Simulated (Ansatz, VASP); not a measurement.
**Al2O3: VASP beside Ansatz**

```
Al O
1.0
     2.83811    0.00000    0.00000
    -1.41905    2.45787    0.00000
     0.00000    0.00000    9.33995
Al O
2 3
Direct
  0.00000 0.00000 0.14696
  0.00000 0.00000 0.85304
  0.33333 0.66667 0.21842
  0.66667 0.33333 0.00000
  0.33333 0.66667 0.78158
```

Alike in both runs: functional LDA; k mesh 12 × 12 × 4; occupations gaussian, width 0.02 eV; no spin polarisation.

Ansatz relaxed the structure, and its values are those at the end. VASP's run is a single point on that final structure, the one shown.

|  | VASP | Ansatz |
| --- | --- | --- |
| version | VASP 6.6.1 | Ansatz 0.2.0 |
| potentials or method | VASP PAW LDA potentials, release 64 (Al, O) | scalar-relativistic, plane waves, PAW |
| plane-wave cutoff (eV) | 520 | 420 |
| valence electrons in the cell | 24 | 24 |

VASP gave:

| Item | Value |
| --- | --- |
| gap on the k mesh at the Fermi level (eV) | 5.16 |
| least direct gap on the mesh (eV) | 5.44 |
| pressure (GPa) | 0.7 |
| rms of the force components (eV/Å) | 0.014 |

What did Ansatz give for the same quantities?

gap on the k mesh at the Fermi level (eV): 5.18; least direct gap on the mesh (eV): 5.46; pressure (GPa): 0.0; rms of the force components (eV/Å): 0.001.

A k mesh can miss the band edges. LDA gaps usually lie below the measured ones, often by a third to a half.
